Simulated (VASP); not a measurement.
Set up this calculation in VASP 6.6.1, as the native input.

```yaml
Task: band structure
Functional: LMBJ
Potentials_or_basis: VASP PAW PBE potentials, release 64 (Hf_pv)
Cutoff: 520 eV
k_mesh: 10 × 10 × 10
Occupations: methfessel-paxton, width 0.1 eV
Spin: no spin polarisation
Further_INCAR_settings: ALGO = Fast; EDIFF = 1e-06
```

Hf:

```
CELL_PARAMETERS angstrom
0.00000 2.22000 2.22000
2.22000 0.00000 2.22000
2.22000 2.22000 0.00000
ATOMIC_POSITIONS crystal
Hf 0.00000 0.00000 0.00000
```

This isn't the form of Hf at room conditions, which is hcp.

The input as run:

POSCAR

```
Hf
3.1396
    0.000000000000      0.707096445407      0.707096445407
    0.707096445407      0.000000000000      0.707096445407
    0.707096445407      0.707096445407      0.000000000000
Hf
1
Direct
    0.0000000000      0.0000000000      0.0000000000
```

INCAR.step1

```
PREC = Accurate
ENCUT = 520
EDIFF = 1E-5
ISMEAR = 1
SIGMA = 0.1
LREAL = False
LASPH = True
NELM = 100
ALGO = Normal
ISIF = 2
LWAVE = True
LCHARG = False
LMAXMIX = 4
GGA = PE
```

INCAR.step2

```
PREC = Accurate
ENCUT = 520
EDIFF = 1E-6
ISMEAR = 1
SIGMA = 0.1
LREAL = False
LASPH = True
NELM = 100
ALGO = Fast
ISIF = 2
LWAVE = False
LCHARG = False
LMAXMIX = 4
METAGGA = LMBJ
ISTART = 1
```

KPOINTS

```
Automatic mesh
0
Gamma
  10 10 10
```

KPOINTS_OPT

```
path GXWKGLUWLK,UX
20
line-mode
reciprocal
 0.0000000000  0.0000000000  0.0000000000  G
 0.5000000000  0.0000000000  0.5000000000  X

 0.5000000000  0.0000000000  0.5000000000  X
 0.5000000000  0.2500000000  0.7500000000  W

 0.5000000000  0.2500000000  0.7500000000  W
 0.3750000000  0.3750000000  0.7500000000  K

 0.3750000000  0.3750000000  0.7500000000  K
 0.0000000000  0.0000000000  0.0000000000  G

 0.0000000000  0.0000000000  0.0000000000  G
 0.5000000000  0.5000000000  0.5000000000  L

 0.5000000000  0.5000000000  0.5000000000  L
 0.6250000000  0.2500000000  0.6250000000  U

 0.6250000000  0.2500000000  0.6250000000  U
 0.5000000000  0.2500000000  0.7500000000  W

 0.5000000000  0.2500000000  0.7500000000  W
 0.5000000000  0.5000000000  0.5000000000  L

 0.5000000000  0.5000000000  0.5000000000  L
 0.3750000000  0.3750000000  0.7500000000  K

 0.6250000000  0.2500000000  0.6250000000  U
 0.5000000000  0.0000000000  0.5000000000  X
```

Potentials or basis: VASP PAW PBE potentials, release 64 (Hf_pv).

Command:

```sh
$ cat potpaw_PBE.64/Hf_pv/POTCAR > POTCAR
$ cp INCAR.step1 INCAR
$ mpirun -np 1 vasp_std > vasp.out
$ cp INCAR.step2 INCAR
$ mpirun -np 1 vasp_std > vasp.out
```

Results of the run:

- Band gap along the path: none (metal or under the smearing width)

Caveat: spin-orbit coupling is left out, which moves the levels of the heavy elements.

It took 26 s on 1 thread of AMD EPYC 9R45 (Zen 5), on a shared host, peak memory 0.13 GiB.
